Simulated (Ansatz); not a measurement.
**Ru and the effect of the functional**

The structure is hexagonal, space group P6_3/mmc (No. 194). Conventional cell: a = 2.706 Å, b = 2.706 Å, c = 4.282 Å, α = 90.00°, β = 90.00°, γ = 120.00°. Around Ru (site symmetry -6m2) lie 12 Ru at 2.65 to 2.71 Å.

Kept alike: task band structure; k mesh 11 × 11 × 6; occupations fermi-dirac, width 0.05 eV; no spin polarisation. Program: Ansatz, all-electron LAPW, scalar-relativistic. The mesh is that of the run's cell of 2 atoms. No spin-orbit coupling.

| functional | pressure (GPa) |
| --- | --- |
| LDA | -12.13 |
| PBE | 4.52 |
| PBEsol | -6.23 |

Pressure is positive in compression. For a metal such a mesh leaves the last digits unconverged.

Problem. What does the functional change here?

Solution. The pressure runs from -12.13 (LDA) to 4.52 GPa (PBE). From PBE: LDA -16.65; PBEsol -10.75. A positive pressure means that the functional's own cell is larger than the one given, a negative one that it is smaller.
